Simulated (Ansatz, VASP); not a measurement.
One calculation of Ge, two programs

```xyz
4
Lattice="3.9590 0.0000 0.0000 -1.9795 3.4286 0.0000 0.0000 0.0000 6.5305" Properties=species:S:1:pos:R:3 pbc="T T T"
Ge    0.0000    2.2858    0.4104
Ge    1.9795    1.1429    3.6757
Ge    1.9795    1.1429    6.1201
Ge    0.0000    2.2858    2.8549
```

Alike in both runs: functional LDA; k mesh 10 × 10 × 6; occupations gaussian, width 0.01 eV; no spin polarisation.

Ansatz relaxed the structure, and its values are those at the end. VASP's run is a single point on that final structure, the one shown.

|  | VASP | Ansatz |
| --- | --- | --- |
| version | VASP 6.6.1 | Ansatz 0.2.0 |
| potentials or method | VASP PAW LDA potentials, release 64 (Ge_d) | scalar-relativistic, plane waves, PAW |
| plane-wave cutoff (eV) | 520 | 420 |
| valence electrons in the cell | 56 | 56 |

Ansatz gave:

* gap on the k mesh at the Fermi level (eV): none
* pressure (GPa): 0.0

Estimate VASP's values.

gap on the k mesh at the Fermi level (eV): none; pressure (GPa): 0.2.

A gap of «none» marks a metal or a gap that the smearing closes.
